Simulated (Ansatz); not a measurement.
Input of an Ansatz 0.2.0 run:

File run.py:

```python
import json

import ase.io
import numpy as np

import ansatz as az

atoms = ase.io.read("Ti.xyz")

calculation = (
    az.Crystal.from_ase(atoms)
    .calculation()
    .kpoints(10, 10, 6)
    .functional("pbesol", dispersion="d3bj")
    .pseudopotentials(kind="nc", accuracy="stringent", xc_functional="pbesol")
    .scf(extra_bands=6)
    .occupations(method="fermi_dirac", width=0.01)
    .density_of_states(energy_step=0.05, projected=False, nscf_kmesh=(15, 15, 9))
    .forces()
    .stress()
    .band_table(publish=True)
)
outcome = calculation.run(threads=2, events_out="events.jsonl")

report = outcome.report
for line in open("events.jsonl"):
    event = json.loads(line)
    if event["event"] == "scf_iter":
        d = event["data"]
        print(f"SCF {d['iter']:3d}  HF = {d['harris_foulkes_ev']:.6f} eV  dr2 = {d['dr2_ev']:.2e} eV")
    elif event["event"] in ("relax_step", "md_step"):
        d = event["data"]
        print(f"{event['event']} {d['step']:3d}  E = {d['lagrangian_ev']:.6f} eV")
np.set_printoptions(precision=5, suppress=True, linewidth=110)
print("converged:", report["converged"], "after", report["n_iterations"], "iterations")
print(f"free energy {report['free_energy_ev']:.6f} eV, Fermi level {report['fermi_energy_ev']:.4f} eV")
for key in ("band_edges_ev", "magnetization_mub", "site_moments_mub", "site_moments_nc_mub", "forces_ev_ang",
                "stress_gpa"):
    if report.get(key) is not None:
        print(key, np.array(report[key]), sep="\n")
```

Contents of Ti.xyz:

```xyz
2
Lattice="2.9500000000 0.0000000000 0.0000000000 -1.4750000000 2.5547749412 0.0000000000 0.0000000000 0.0000000000 4.6800000000" Properties=species:S:1:pos:R:3 pbc="T T T"
Ti     1.4750000001      0.8515916470      3.5100000000
Ti    -0.0000000001      1.7031832942      1.1700000000
```

Potentials or basis: PseudoDojo PBEsol stringent.

The run is started by

```console
$ python run.py
```

(1) Estimate the band gap on the k mesh.

(2) Estimate the pressure.

(3) Estimate the density of states at the Fermi level.

Results:

(1) none (metal or under the smearing width).

(2) -11.1 GPa.

(3) 1.80 states/eV per cell.

Caveat: pairwise dispersion overbinds metals, which lowers pressure and volume.
